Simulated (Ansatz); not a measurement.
Relaxing Ba

Level of theory: DFT PBE, scalar-relativistic, plane waves, PAW (Ansatz). Cutoff 420 eV, Γ-centred k mesh, Gaussian smearing, no spin polarisation in the final step.

This is the end of a relaxation of cell and atoms.

```
CELL_PARAMETERS angstrom
-4.14253 4.14253 3.77749
4.14253 -4.14253 3.77749
4.14253 4.14253 -3.77749
ATOMIC_POSITIONS crystal
Ba 0.82349 0.67651 0.50000
Ba 0.17651 0.32349 0.50000
Ba 0.32349 0.82349 0.14698
Ba 0.67651 0.17651 0.85302
```

Energies count from the standard state of Ba at the same level.

Problem. What space group does it have?

Solution. I4/mcm (No. 140). Conventional cell: a = 8.285 Å, c = 7.555 Å. Around Ba lie 7 Ba at 4.14–4.32 Å and 4 Ba at 4.78 Å.

Problem. How far above the standard state of Ba does it lie?

Solution. 0.14 eV/atom.

Problem. Is it a metal?

Solution. Yes, bands cross the Fermi level on the 8×8×8 mesh.

The final run used a 8×8×8 mesh on its 4-atom cell and 0.10 eV smearing. For metals, differences of a few meV/atom aren't resolved.

This form isn't the element's structure at ambient conditions.